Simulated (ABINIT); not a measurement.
The system is GaAs.

```
As Ga
1.0
     0.00000    2.82685    2.82685
     2.82685    0.00000    2.82685
     2.82685    2.82685    0.00000
As Ga
1 1
Cartesian
  4.2403 4.2403 4.2403
  0.0000 0.0000 0.0000
```

Program: ABINIT 10.8.3 (patched build). Alike in all runs: no spin polarisation; cell as given; cutoff (eV) 463; smearing fermi-dirac 0.05 eV.

Q: Order these runs on this cell by their pressure, lowest first.
A. level PBEsol; potentials or basis JTH PAW PBE v2.0; k mesh 3 × 3 × 3; mesh quality coarse
B. level BP86; potentials or basis JTH PAW PBE v2.0; k mesh 8 × 8 × 8; mesh quality not flagged
C. level LDA; potentials or basis JTH PAW LDA v2.0; k mesh 5 × 5 × 5; mesh quality not flagged

A: C (-2.0 GPa), A (1.4 GPa), B (3.4 GPa).

Caveats: some runs use coarse meshes; the PAW data sets were made with another functional, which shifts forces and pressure a little (some runs).
